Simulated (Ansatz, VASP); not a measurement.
## Sb in VASP and in Ansatz

```
Sb
1.0
     3.51078    0.00000    0.00000
     0.67895    3.44450    0.00000
    -2.09487   -1.72225    2.22956
Sb
1
Cartesian
  0.0000 0.0000 0.0000
```

This isn't the form of Sb at room conditions, which is rhombohedral.

Alike in both runs: task single point; functional LDA; k mesh 8 × 8 × 8; occupations fermi-dirac, width 0.15 eV; no spin polarisation.

|  | VASP | Ansatz |
| --- | --- | --- |
| version | VASP 6.6.1 | Ansatz 0.2.0 |
| potentials or method | VASP PAW LDA potentials, release 64 (Sb) | plane waves, PAW |
| plane-wave cutoff (eV) | 520 | 558 |
| valence electrons in the cell | 5 | 15 |

|  | VASP | Ansatz | Ansatz less VASP |
| --- | --- | --- | --- |
| pressure (GPa) | -2.3 | -2.4 | -0.09 |
| largest component of the traceless stress (GPa) | 0.83 | 0.86 | +0.026 |

The two sets of potentials don't hold the same shells in valence.

The runs have no spin-orbit coupling, so splittings on Sb are missing.
